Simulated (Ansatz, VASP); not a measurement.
# Al in VASP and in Ansatz

File INCAR:

```
SYSTEM = Al
ALGO = Normal ; EDIFF = 1E-7
ENCUT = 520 ; ISIF = 2
ISMEAR = -1 ; LASPH = .TRUE.
LCHARG = .FALSE. ; LREAL = .FALSE.
LWAVE = .FALSE. ; NBANDS = 8
NELM = 60 ; PREC = Accurate
SIGMA = 0.08
```

The input KPOINTS:

```
k-points
0
G
  19 19 19
  0 0 0
```

POSCAR

```
Al
1.0
   -1.5043516205      1.5043516205      1.5043516205
    1.5043516205     -1.5043516205      1.5043516205
    1.5043516205      1.5043516205     -1.5043516205
Al
1
Direct
    0.0000000000      0.0000000000      0.0000000000
```

Input for Ansatz:

```yaml
crystal:
  lattice:
    - [-1.5043516205, 1.5043516205, 1.5043516205]
    - [1.5043516205, -1.5043516205, 1.5043516205]
    - [1.5043516205, 1.5043516205, -1.5043516205]
  atoms:
    - { symbol: Al, position: [0.0, 0.0, 0.0] }
kpoints:
  mp_grid: { grid: [19, 19, 19] }
scf:
  occupations: { method: fermi_dirac, width: 0.08 }
hamiltonian:
  xc: lda
  pseudopotentials: { kind: paw }
output:
  forces: true
  stress: true
  eigenvalues: true
  populations: true
```

Change from the starting cell: volume scaled by 0.84, PAW files.

Alike in both runs: task single point; functional LDA; k mesh 19 × 19 × 19; occupations fermi-dirac, width 0.08 eV; no spin polarisation.

|  | VASP | Ansatz |
| --- | --- | --- |
| version | VASP 6.6.1 | Ansatz 0.2.0 |
| potentials or method | VASP PAW LDA potentials, release 64 (Al) | PAW with Ansatz's default frozen-core files, scalar-relativistic |
| plane-wave cutoff (eV) | 520 | 420 |
| valence electrons in the cell | 3 | 3 |

Ansatz gave:

```
pressure (GPa) : 18.9
```

**Question.** Which values does VASP return?

**Answer.** Pressure (GPa): 19.1.

Caveats: so large a pressure means that the cell lies far from this level's equilibrium, or that cutoff or potentials fall short (VASP).
